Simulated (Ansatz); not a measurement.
Steps from a short run of molecular dynamics on a 2×2×2 supercell (16 atoms) of HgS (F-43m), relaxed with r2SCAN; forces from PBEsol in Ansatz, 2×2×2 mesh, Fermi-Dirac smearing of 0.112 eV, a Nosé-Hoover thermostat at fixed volume, set at 1300 K. Computed, non-magnetic; the trajectory is short and the cell small, so nothing here is a converged average.

Cell vectors in Å:
```
0.0000 5.9304 5.9304
5.9304 0.0000 5.9304
5.9304 5.9304 0.0000
```

**Question.** At 2 fs the positions in Å are
```
Hg   0.000  -0.005   0.004
S    1.482   1.491   1.493
Hg   2.965   2.963  -0.007
S    4.452   4.445   1.468
Hg   2.960   0.003   2.962
S    4.435   1.479   4.454
Hg   5.935   2.968   2.969
S    7.427   4.443   4.443
Hg  -0.006   2.968   2.968
S    1.468   4.435   4.443
Hg   2.964   5.933   2.969
S    4.433   7.392   4.447
Hg   2.970   2.974   5.926
S    4.465   4.471   7.428
Hg   5.936   5.922   5.929
S    7.413   7.402   7.415
```
What are the forces, and how far does the free energy (smearing included) lie above that of step 0, with the atoms on their sites?

**Answer.** 0.6 meV an atom; forces in eV/Å:
```
Hg   0.026   0.050  -0.015
S   -0.031  -0.039  -0.076
Hg   0.015  -0.023   0.033
S   -0.042  -0.026   0.108
Hg   0.008   0.026   0.001
S    0.098   0.051  -0.010
Hg  -0.037  -0.036  -0.013
S   -0.081   0.012   0.010
Hg  -0.046  -0.060   0.012
S    0.086   0.072   0.057
Hg  -0.022  -0.079  -0.047
S    0.103   0.064   0.012
Hg   0.002   0.016   0.071
S   -0.126  -0.140  -0.082
Hg   0.030   0.032  -0.034
S    0.017   0.080  -0.028
```

**Question.** At 6 fs the positions in Å are
```
Hg  -0.001  -0.014   0.012
S    1.481   1.507   1.515
Hg   2.964   2.957  -0.020
S    4.462   4.438   1.438
Hg   2.948   0.009   2.956
S    4.410   1.472   4.465
Hg   5.943   2.974   2.977
S    7.456   4.435   4.433
Hg  -0.018   2.973   2.973
S    1.439   4.411   4.433
Hg   2.963   5.939   2.976
S    4.404   7.352   4.444
Hg   2.979   2.990   5.918
S    4.499   4.518   7.458
Hg   5.946   5.905   5.927
S    7.412   7.381   7.419
```
What are the forces, and how far does the free energy (smearing included) lie above that of step 0, with the atoms on their sites?

**Answer.** 5.4 meV an atom; forces in eV/Å:
```
Hg   0.081   0.151  -0.052
S   -0.085  -0.110  -0.224
Hg   0.048  -0.073   0.101
S   -0.123  -0.089   0.316
Hg   0.022   0.079  -0.001
S    0.285   0.142  -0.024
Hg  -0.106  -0.103  -0.044
S   -0.244   0.035   0.029
Hg  -0.143  -0.185   0.016
S    0.264   0.222   0.188
Hg  -0.090  -0.238  -0.155
S    0.318   0.202   0.069
Hg  -0.007   0.038   0.185
S   -0.353  -0.392  -0.213
Hg   0.093   0.095  -0.111
S    0.041   0.226  -0.077
```

**Question.** At 8 fs the positions in Å are
```
Hg  -0.001  -0.019   0.016
S    1.481   1.514   1.525
Hg   2.963   2.955  -0.027
S    4.466   4.435   1.424
Hg   2.943   0.012   2.953
S    4.398   1.469   4.471
Hg   5.947   2.976   2.981
S    7.470   4.430   4.428
Hg  -0.024   2.976   2.975
S    1.425   4.399   4.429
Hg   2.962   5.941   2.980
S    4.390   7.332   4.443
Hg   2.983   2.999   5.913
S    4.515   4.541   7.472
Hg   5.952   5.896   5.925
S    7.412   7.370   7.422
```
What are the forces, and how far does the free energy (smearing included) lie above that of step 0, with the atoms on their sites?

**Answer.** 9.4 meV an atom; forces in eV/Å:
```
Hg   0.109   0.202  -0.074
S   -0.110  -0.143  -0.295
Hg   0.066  -0.099   0.135
S   -0.163  -0.125   0.415
Hg   0.028   0.106  -0.004
S    0.372   0.182  -0.030
Hg  -0.138  -0.134  -0.062
S   -0.323   0.047   0.037
Hg  -0.193  -0.250   0.010
S    0.354   0.299   0.259
Hg  -0.136  -0.319  -0.218
S    0.428   0.276   0.113
Hg  -0.017   0.045   0.229
S   -0.454  -0.503  -0.262
Hg   0.126   0.126  -0.153
S    0.048   0.292  -0.098
```

**Question.** At 10 fs the positions in Å are
```
Hg  -0.001  -0.023   0.020
S    1.480   1.522   1.535
Hg   2.963   2.952  -0.034
S    4.470   4.431   1.410
Hg   2.937   0.015   2.950
S    4.386   1.466   4.477
Hg   5.951   2.979   2.985
S    7.483   4.426   4.423
Hg  -0.030   2.979   2.978
S    1.411   4.388   4.425
Hg   2.961   5.944   2.984
S    4.377   7.312   4.442
Hg   2.988   3.007   5.909
S    4.531   4.563   7.486
Hg   5.957   5.887   5.924
S    7.412   7.360   7.423
```
What are the forces, and how far does the free energy (smearing included) lie above that of step 0, with the atoms on their sites?

**Answer.** 14.3 meV an atom; forces in eV/Å:
```
Hg   0.138   0.252  -0.097
S   -0.132  -0.173  -0.364
Hg   0.085  -0.125   0.170
S   -0.201  -0.164   0.510
Hg   0.035   0.131  -0.007
S    0.454   0.217  -0.035
Hg  -0.168  -0.165  -0.082
S   -0.400   0.059   0.044
Hg  -0.243  -0.316  -0.003
S    0.444   0.376   0.332
Hg  -0.190  -0.399  -0.287
S    0.541   0.352   0.167
Hg  -0.029   0.049   0.267
S   -0.546  -0.603  -0.302
Hg   0.158   0.156  -0.197
S    0.053   0.352  -0.117
```

**Question.** At 12 fs the positions in Å are
```
Hg  -0.001  -0.028   0.024
S    1.479   1.530   1.544
Hg   2.963   2.949  -0.041
S    4.474   4.427   1.397
Hg   2.932   0.018   2.946
S    4.375   1.463   4.483
Hg   5.955   2.982   2.989
S    7.496   4.422   4.418
Hg  -0.036   2.981   2.980
S    1.398   4.377   4.421
Hg   2.961   5.946   2.987
S    4.364   7.293   4.442
Hg   2.992   3.016   5.905
S    4.546   4.584   7.500
Hg   5.963   5.879   5.922
S    7.412   7.350   7.425
```
What are the forces, and how far does the free energy (smearing included) lie above that of step 0, with the atoms on their sites?

**Answer.** 19.9 meV an atom; forces in eV/Å:
```
Hg   0.166   0.302  -0.121
S   -0.152  -0.200  -0.429
Hg   0.104  -0.153   0.204
S   -0.237  -0.203   0.601
Hg   0.041   0.157  -0.011
S    0.531   0.247  -0.039
Hg  -0.196  -0.194  -0.102
S   -0.473   0.072   0.051
Hg  -0.294  -0.381  -0.020
S    0.532   0.452   0.407
Hg  -0.250  -0.480  -0.360
S    0.654   0.430   0.229
Hg  -0.044   0.052   0.298
S   -0.629  -0.693  -0.332
Hg   0.190   0.184  -0.241
S    0.057   0.408  -0.133
```

**Question.** At 18 fs the positions in Å are
```
Hg  -0.001  -0.041   0.036
S    1.476   1.550   1.569
Hg   2.962   2.941  -0.061
S    4.484   4.414   1.362
Hg   2.915   0.027   2.937
S    4.346   1.457   4.499
Hg   5.967   2.990   3.000
S    7.531   4.410   4.403
Hg  -0.055   2.988   2.988
S    1.363   4.347   4.413
Hg   2.958   5.953   2.997
S    4.331   7.239   4.442
Hg   3.005   3.041   5.893
S    4.586   4.643   7.539
Hg   5.979   5.854   5.918
S    7.412   7.325   7.429
```
What are the forces, and how far does the free energy (smearing included) lie above that of step 0, with the atoms on their sites?

**Answer.** 39.4 meV an atom; forces in eV/Å:
```
Hg   0.241   0.444  -0.192
S   -0.199  -0.266  -0.597
Hg   0.164  -0.234   0.305
S   -0.335  -0.315   0.836
Hg   0.064   0.230  -0.023
S    0.720   0.310  -0.053
Hg  -0.274  -0.276  -0.169
S   -0.665   0.111   0.069
Hg  -0.437  -0.566  -0.086
S    0.776   0.662   0.619
Hg  -0.457  -0.710  -0.605
S    0.984   0.666   0.451
Hg  -0.091   0.049   0.363
S   -0.826  -0.899  -0.383
Hg   0.276   0.255  -0.364
S    0.059   0.540  -0.170
```
